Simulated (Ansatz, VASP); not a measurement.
## MnS: VASP beside Ansatz

File INCAR:

```
SYSTEM = MnS
PREC = Accurate
ENCUT = 520
EDIFF = 1E-6
ISMEAR = 0
SIGMA = 0.020999999999999998
LREAL = .FALSE.
LASPH = .TRUE.
NELM = 150
ALGO = Normal
ISIF = 2
LWAVE = .FALSE.
LCHARG = .FALSE.
ISPIN = 2
MAGMOM = 4 0
LORBIT = 11
LMAXMIX = 4
GGA = PE
NBANDS = 20
```

Contents of KPOINTS:

```
regular mesh
0
G
  9 9 9
  0 0 0
```

POSCAR

```
MnS
1.0
    0.0000000000      2.6045000000      2.6045000000
    2.6045000000      0.0000000000      2.6045000000
    2.6045000000      2.6045000000      0.0000000000
Mn S
1 1
Direct
    0.0000000000      0.0000000000      0.0000000000
    0.5000000000      0.5000000000      0.5000000000
```

File input.yaml:

```yaml
crystal:
  lattice:
    - [0.0, 2.6045, 2.6045]
    - [2.6045, 0.0, 2.6045]
    - [2.6045, 2.6045, 0.0]
  atoms:
    - { symbol: Mn, position: [0.0, 0.0, 0.0], spin: 4.0 }
    - { symbol: S, position: [0.5, 0.5, 0.5] }
kpoints:
  mp_grid: { grid: [9, 9, 9] }
scf:
  occupations: { method: gaussian, width: 0.021 }
hamiltonian:
  xc: pbe
  pseudopotentials: { kind: all_electron, lapw: { basis_error: 0.001 } }
magnetization:
  spin_polarized: true
output:
  forces: true
  stress: true
  eigenvalues: true
```

Alike in both runs: task single point; functional PBE; k mesh 9 × 9 × 9; occupations gaussian, width 0.021 eV; collinear spin.

|  | VASP | Ansatz |
| --- | --- | --- |
| version | VASP 6.6.1 | Ansatz 0.2.0 |
| potentials or method | VASP PAW PBE potentials, release 64 (Mn_pv, S) | all-electron LAPW, scalar-relativistic |
| plane-wave cutoff (eV) | 520 | see its input |

VASP gave:

```
gap on the k mesh at the Fermi level (eV)                     : none
pressure (GPa)                                                : -2.9
net moment per atom (μB)                                      : 2.36
size of the moment on the site where the two differ most (μB) : 4.26
```

Question: Estimate Ansatz's values.

Answer: gap on the k mesh at the Fermi level (eV): none; pressure (GPa): -2.8; net moment per atom (μB): 2.36; size of the moment on the site where the two differ most (μB): 4.44.

Site moments also hang on the region over which each program counts them. A gap of «none» marks a metal or a gap that the smearing closes. Ansatz ran all-electron here, so the differences hold the error of VASP's frozen core and of both bases.

Caveats: a cell with one magnetic atom can't hold antiferromagnetic order, which such compounds often take; semilocal functionals often make such compounds metallic where correlation or magnetic order opens a gap, which also shifts bond lengths.
